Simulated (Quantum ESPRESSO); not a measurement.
SiC (Moissanite 6H) in Quantum ESPRESSO: convergence with density cutoff

Crystal: SiC (Moissanite 6H).

```
Si C
1.0
     3.09500    0.00000    0.00000
    -1.54750    2.68035    0.00000
     0.00000    0.00000   15.17000
Si C
6 6
Cartesian
  1.5475 0.8934 6.9524
  0.0000 1.7869 14.5374
  1.5475 0.8934 12.0101
  0.0000 1.7869 4.4251
  0.0000 0.0000 9.4812
  0.0000 0.0000 1.8962
  1.5475 0.8934 5.0562
  0.0000 1.7869 12.6412
  1.5475 0.8934 10.1138
  0.0000 1.7869 2.5288
  0.0000 0.0000 7.5850
  0.0000 0.0000 0.0000
```

```yaml
Program: Quantum ESPRESSO 7.5
Task: single point
Functional: PBEsol
Potentials_or_basis: GBRV 1.5 PBEsol
Cutoff: 612 eV
Density_cutoff: 2449 eV
k_mesh: 10 × 10 × 2
Occupations: fermi-dirac, width 0.05 eV
Spin: no spin polarisation
```

These are the settings of the first run; the series varies density cutoff, with any setting tied to it.

Hardware: 1 thread of Arm Neoverse V1 (shared host).

```
density cutoff  energy less the tightest run, at zero smearing (meV/atom)  SCF cycles  CPU time (s)  peak memory (GiB)
        180 Ry                                                       0.05          11            90               0.24
        225 Ry                                                       0.01          11            92               0.29
        270 Ry                                                       0.00          11            95               0.32
        315 Ry                                                      -0.03          11            97               0.38
        360 Ry                                                       0.00          11            99               0.44
        450 Ry                                                       0.00          11           100               0.58
        540 Ry                                                       0.00          11           110                0.7
        720 Ry                                                       0.00          11           120                  1
```

Against the tightest run, the energy stays within 1 meV/atom from 180 Ry on. The tightest run that finished is the yardstick and may itself not be fully converged.
